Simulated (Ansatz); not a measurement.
# Ni (Fm-3m) in Ansatz: settings compared, part 2 of 2

Ansatz 0.2.0. The steps go on from the part before.

## 3. Band structure, PBEsol, collinear spin, ferromagnetic start

input.yaml reads:

```yaml
crystal:
  lattice:
    - [0.0, 1.737572933, 1.737572933]
    - [1.737572933, 0.0, 1.737572933]
    - [1.737572933, 1.737572933, 0.0]
  atoms:
    - { symbol: Ni, position: [0.0, 0.0, 0.0], spin: 1.0 }
kpoints:
  mp_grid: { grid: [13, 13, 13] }
  band_path:
    path:
      - [0.0, 0.0, 0.0]
      - [0.5, 0.0, 0.5]
      - [0.5, 0.25, 0.75]
      - [0.375, 0.375, 0.75]
      - [0.0, 0.0, 0.0]
      - [0.5, 0.5, 0.5]
      - [0.625, 0.25, 0.625]
      - [0.5, 0.25, 0.75]
    npoints: 12
scf:
  occupations: { method: fermi_dirac, width: 0.05 }
hamiltonian:
  xc: pbesol
  pseudopotentials: { kind: all_electron, lapw: { basis_error: 0.001 } }
magnetization:
  spin_polarized: true
output:
  forces: true
  stress: true
  eigenvalues: true
```

Potentials or basis: all-electron LAPW, scalar-relativistic.

Launch:

```console
$ ansatz run input.yaml --threads 2 --pin off --max-ram 6144MiB --backend cpu --events-out ev --progress --plain --runs-dir out
```

Output:

```text
Warning: RAYON_NUM_THREADS=2 ignored (pool sized by the plan → 2); use --threads N
LAPW: plane waves up to 9.160 Å⁻¹, error target 1.0e-3 eV per atom; small_component_spin mean_spin; Ni in spheres of 1.229 Å, 18 of its electrons in bands, Dirac shells [] (how accurate: hamiltonian.pseudopotentials.lapw.basis_error, Limitations)
Engine: ansatz 0.2.0, x86_64-unknown-linux-gnu
Pseudopotentials: kind: all_electron
Pseudopotential: Ni, LAPW, valence charge 18, lapw/all_electron/scalar/gaussian/Ni, Koelling and Harmon's equation, gaussian nucleus
Functional definition: PBEsol
  exchange = pbesol_x
  correlation = pbesol_c
Crystal: 1 atoms, lattice volume = 10.492 Å³
Basis set: ecut = 319.68917319685465 eV, 137 PW (Γ), exchange–correlation at level 2
Bands: 14, of which v1, the nominal top of the filled ones, is band 9 counted from 1 (8 counted from 0)
Symmetry: 48 space group operations
Space group: Fm-3m (ITA 225), of the structure as read, at distance tolerance 2.2e-5 Å
Magnetic group: BNS 225.116 (UNI 1618), of the structure as read, at distance tolerance 2.2e-5 Å
k-points: 84 of 2197
Non-local potential: Ni, projectors of the file, none
Initial density: superposition of atomic densities (chi_scale 0.1, normalization cell)
Starting moments: Σ|m| = 1 μB on 1 of 1 site
Initial wavefunctions: plane waves of lowest kinetic energy (no species holds an atomic orbital)
Functional: x = pbesol(κ = 0.804, μ = 0.12345679012345678), c = pbesol(β = 0.046)
iter 1 solved again at ethr=9.57e-6 eV; its pass at ethr=1.00e-1 eV (dr2=1.72e-3 eV) is discarded
SCF iter   1: F=—  HF=-41348.120961 eV  |F-HF|=—  |Δ(HF+E_count)|=         —  Δρ=1.85e-2 (↑1.80e-2 ↓1.85e-2)  dr2=1.73e-3  dr2_m=3.14e-2  M=0.640 μB ∫|m|=0.682 μB  β_m=0.30  ethr=9.57e-6  ⟨swp⟩=4.0  Hψ=19342  notcnv=0
Mixer restart at iter 1: flushing history
preconditioner: auto → none  [metal: Δε(μ)=0.002 eV  Ē_g=17.182 eV  σ=0.050 eV  W_gap=0.01  n_scr=0 (ndim 8)  ℏωp=36.3 eV  f_vac=0.000  D(μ)=1.63/eV (n_scr^D=26)]
SCF iter   2: F=—  HF=-41348.125535 eV  |F-HF|=—  |Δ(HF+E_count)|=   4.57e-3  Δρ=1.30e-2 (↑1.28e-2 ↓1.30e-2)  dr2=7.69e-4  dr2_m=1.57e-2  M=0.637 μB ∫|m|=0.686 μB  β_m=0.64  ethr=9.57e-6  ⟨swp⟩=2.0  Hψ=6283  notcnv=0
iter 3 solved again at ethr=6.62e-9 eV; its pass at ethr=4.27e-6 eV (dr2=1.19e-6 eV) is discarded
SCF iter   3: F=—  HF=-41348.132585 eV  |F-HF|=—  |Δ(HF+E_count)|=   7.05e-3  Δρ=4.19e-4 (↑4.19e-4 ↓3.58e-4)  dr2=1.19e-6  dr2_m=1.39e-5  M=0.629 μB ∫|m|=0.701 μB  β_m=0.62  ethr=6.62e-9  ⟨swp⟩=3.0  Hψ=11945  notcnv=0
SCF iter   4: F=—  HF=-41348.132703 eV  |F-HF|=—  |Δ(HF+E_count)|=         —  Δρ=4.34e-4 (↑2.22e-4 ↓4.34e-4)  dr2=1.08e-5  dr2_m=5.61e-6  M=0.630 μB ∫|m|=0.704 μB  β_m=0.53  ethr=6.62e-9  ⟨swp⟩=3.0  Hψ=7214  notcnv=0
the basis was enlarged: its passes take 905.0 KiB over the memory plan, 2 of 2 planned eigensolver slots
SCF iter   5: F=—  HF=-41348.132666 eV  |F-HF|=—  |Δ(HF+E_count)|=   3.71e-5  Δρ=2.18e-4 (↑1.20e-4 ↓2.18e-4)  dr2=1.14e-6  dr2_m=2.33e-6  M=0.630 μB ∫|m|=0.705 μB  β_m=0.77  ethr=6.62e-9  ⟨swp⟩=3.0  Hψ=7103  notcnv=0
SCF iter   6: F=—  HF=-41348.132708 eV  |F-HF|=—  |Δ(HF+E_count)|=   4.18e-5  Δρ=4.82e-5 (↑2.53e-5 ↓4.82e-5)  dr2=6.15e-8  dr2_m=1.09e-7  M=0.630 μB ∫|m|=0.708 μB  β_m=0.74  ethr=6.34e-9  ⟨swp⟩=3.0  Hψ=6905  notcnv=0
SCF iter   7: F=—  HF=-41348.132710 eV  |F-HF|=—  |Δ(HF+E_count)|=   1.42e-6  Δρ=2.12e-6 (↑1.77e-6 ↓2.12e-6)  dr2=9.15e-11  dr2_m=2.63e-10  M=0.630 μB ∫|m|=0.708 μB  β_m=0.87  ethr=3.42e-10  ⟨swp⟩=3.0  Hψ=6972  notcnv=0
SCF iter   8: F=-41348.132710 eV  HF=-41348.132710 eV  |F-HF|=1.46e-10  |Δ(HF+E_count)|=   1.37e-8  Δρ=9.11e-7 (↑6.09e-7 ↓9.11e-7)  dr2=5.99e-12  dr2_m=5.34e-11  M=0.630 μB ∫|m|=0.708 μB  ethr=1.00e-12  ⟨swp⟩=3.0  Hψ=7083  notcnv=0
SCF 1 converged in 8 iterations: F = -41348.132710 eV  dr2 = 5.99e-12
NSCF: frozen V_eff on 85 k-points
SCF converged after 8 iterations
Magnetization: 0.6301 μB (9.3150 up, 8.6850 down)
Absolute magnetization: 0.7082 μB (∫|ρ↑−ρ↓|)
Spin contamination: 0.0056 ħ² per cell (⟨S²⟩ above its minimum at these occupations)
Per-site moments (μB) at R_I (Å): [(0.6518941756558316, 1.2286495854221888)]
Free energy (F): -41348.132710 eV
Harris-Foulkes:  -41348.132710 eV  (|F-HF|=1.46e-10)
Internal energy: -41348.119887 eV  (E = F + TS)
E sigma→0 (E₀):  -41348.126298 eV
Entropy (-TS):   -0.012823 eV (-12.823 meV/atom)
Fermi energy:    18.971079 eV
--- Per-component energies (eV) ---
  E_band       = -270.124724
  E_kinetic    = 42005.249533
  E_xc         = -1695.446521
  E_electrostatic = -81657.922899  (all electrons and nuclei)
  E_smearing   = -0.012823  (= −TS)
  E_closure    = 0.000000  (closes the sum)
  E_atoms      = -41340.345444  (free atoms, spherical and without spin; not in F)
  Σ components = -41348.132710   (vs F -41348.132710, Δ=0.00e0)
  Basis errors (estimates in eV, not in F): energy 2.0e-4 per atom: plane waves 1.7e-4 (1.2e-4 summed), levels above the bands 5.0e-209, relativity 1.6e-8, radial functions 3.1e-5, core shells 6.5e-10; eigenvalues (radial functions only) 5.6e-6; not estimated: angular momenta, meshes, grids; target (lapw.basis_error) 1.0e-3; muffin-tin radii Ni 1.229 Å
--- Forces (eV/Å), atoms counted from 1 ---
  atom   1  Ni     0.00000000     0.00000000    -0.00000000
  max |Σ_I F_I| component: 6.57e-32 eV/Å
--- Stress (GPa, compression-positive) ---
       -2.402158      -0.000000       0.000000
       -0.000000      -2.402158       0.000000
        0.000000       0.000000      -2.402158
  P = ⅓ Tr σ = -2.4022 GPa (-24.022 kbar)
--- Band table (eV; the first three rows and the last of 168) ---
  k-point 0 ↑: bands = ["-84.4571", "-44.8394", "-44.8394", "-44.8394", "9.5429", "16.4173", "16.4173", "16.4173", "17.6665", "17.6665", "42.6884", "46.8833", "46.8833", "46.8833"]
  k-point 1 ↑: bands = ["-84.4548", "-44.8540", "-44.8415", "-44.8415", "9.7804", "16.3533", "16.4713", "16.4713", "17.6437", "17.6437", "41.8690", "44.6118", "46.3508", "46.3508"]
  k-point 2 ↑: bands = ["-84.4484", "-44.8944", "-44.8472", "-44.8472", "10.4712", "16.1975", "16.5921", "16.5921", "17.6150", "17.6150", "38.5137", "43.6336", "45.5212", "45.5212"]
  k-point 83 ↓: bands = ["-83.5761", "-44.2144", "-44.1928", "-44.1268", "15.3719", "16.1387", "16.4563", "18.1975", "19.3249", "25.6722", "27.6962", "29.8283", "30.8957", "48.5875"]
```

Wall time 8.3 s (2 threads of AMD EPYC 7R13 (Zen 3), shared host); peak memory 0.39 GiB.

Results:

```yaml
Free_energy: -41348.1327 eV
Pressure: -2.4 GPa
Band_gap_along_the_path: none (metal or under the smearing width)
Net_moment: 0.63 μB per cell
Absolute_moment: 0.71 μB per cell
Site_moments: Ni +0.65 μB
```

Levels at the corners of the path, in eV from the Fermi level:
Spin up:
| point | band 7 | band 8 | band 9 | band 10 | band 11 | band 12 |
| --- | --- | --- | --- | --- | --- | --- |
| Γ | -2.55 | -2.55 | -1.30 | -1.30 | 23.72 | 27.91 |
| X | -0.54 | -0.45 | -0.45 | 2.30 | 9.45 | 14.96 |
| W | -3.25 | -1.38 | -0.45 | 7.81 | 7.81 | 10.11 |
| K | -2.24 | -1.14 | -0.72 | 5.75 | 7.36 | 10.17 |
| Γ | -2.55 | -2.55 | -1.30 | -1.30 | 23.72 | 27.91 |
| L | -2.54 | -0.59 | -0.59 | -0.52 | 5.84 | 22.24 |
| U | -2.24 | -1.14 | -0.72 | 5.75 | 7.36 | 10.17 |
| W | -3.25 | -1.38 | -0.45 | 7.81 | 7.81 | 10.11 |
Spin down:
```tsv
point	band 5	band 6	band 7	band 8	band 9	band 10	band 11	band 12
Γ	-9.44	-1.82	-1.82	-1.82	-0.69	-0.69	23.61	27.92
X	-4.59	-3.85	0.10	0.40	0.40	2.29	9.73	14.99
W	-3.61	-2.66	-2.66	-0.80	0.40	8.02	8.02	10.31
K	-3.79	-3.41	-1.64	-0.53	0.11	5.99	7.57	10.39
Γ	-9.44	-1.82	-1.82	-1.82	-0.69	-0.69	23.61	27.92
L	-4.70	-1.92	-1.92	-0.55	0.17	0.17	6.28	22.14
U	-3.79	-3.41	-1.64	-0.53	0.11	5.99	7.57	10.39
W	-3.61	-2.66	-2.66	-0.80	0.40	8.02	8.02	10.31
```

## 4. Band structure, PBEsol, collinear spin, ferromagnetic start

input.yaml, as its differences from that of step 3:

```diff
@@ -24,3 +24,6 @@
   xc: pbesol
-  pseudopotentials: { kind: all_electron, lapw: { basis_error: 0.001 } }
+  pseudopotentials:
+    kind: all_electron
+    lapw: { basis_error: 0.001 }
+    relativity: none
 magnetization:
```

Potentials or basis: all-electron LAPW, non-relativistic.

Launch:

```console
$ ansatz run input.yaml --threads 2 --pin off --max-ram 6144MiB --backend cpu --events-out ev --progress --plain --runs-dir out
```

It took 7.5 s on 2 threads of AMD EPYC 7R13 (Zen 3), shared host; peak memory 0.39 GiB.

It converged, with:

| Item | Value |
| --- | --- |
| Free energy | -41007.6135 eV |
| Pressure | 2.3 GPa |
| Band gap along the path | none (metal or under the smearing width) |
| Net moment | 0.62 μB per cell |
| Absolute moment | 0.69 μB per cell |
| Site moments | Ni +0.64 μB |

Levels at the corners of the path, in eV from the Fermi level:
Spin up:
```tsv
point	band 7	band 8	band 9	band 10	band 11	band 12
Γ	-2.53	-2.53	-1.29	-1.29	23.78	28.08
X	-0.54	-0.44	-0.44	2.50	9.72	15.18
W	-3.21	-1.36	-0.44	7.96	7.96	10.18
K	-2.19	-1.13	-0.71	5.90	7.53	10.53
Γ	-2.53	-2.53	-1.29	-1.29	23.78	28.08
L	-2.52	-0.59	-0.59	-0.34	6.15	22.30
U	-2.19	-1.13	-0.71	5.90	7.53	10.53
W	-3.21	-1.36	-0.44	7.96	7.96	10.18
```
Spin down:
```tsv
point	band 6	band 7	band 8	band 9	band 10	band 11
Γ	-1.81	-1.81	-1.81	-0.69	-0.69	23.67
X	-3.82	0.09	0.39	0.39	2.49	9.98
W	-2.63	-2.63	-0.79	0.39	8.16	8.16
K	-3.37	-1.59	-0.53	0.10	6.13	7.73
Γ	-1.81	-1.81	-1.81	-0.69	-0.69	23.67
L	-1.91	-1.91	-0.37	0.16	0.16	6.57
U	-3.37	-1.59	-0.53	0.10	6.13	7.73
W	-2.63	-2.63	-0.79	0.39	8.16	8.16
```

## 5. Summary

| task | level | potentials or basis | U | pressure (GPa) | moment (μB) |
| --- | --- | --- | --- | --- | --- |
| density of states | PBEsol+U | all-electron LAPW, scalar-relativistic | Ni d U = 8 eV | 33.4 | 0.95 |
| band structure | PBEsol | all-electron LAPW, scalar-relativistic | - | -2.4 | 0.63 |
| band structure | PBEsol | all-electron LAPW, non-relativistic | - | 2.3 | 0.62 |

Alike in all rows: spin collinear, ferromagnetic start; cell as given; k mesh 13 × 13 × 13; cutoff (eV) 320; smearing fermi-dirac 0.05 eV; basis error allowed 0.001 eV/atom.

Caveats: the magnetic state may not be the lowest (some runs); a pressure of tens of GPa on the cell as given is suspect, and the run, the potentials or the cell itself is likely at fault (some runs); U is the effective U less J, on atomic orbitals that reach past the spheres (some runs); the U is typed as a test and isn't derived for this compound (some runs).

Compare energies only between runs with the same functional and basis.
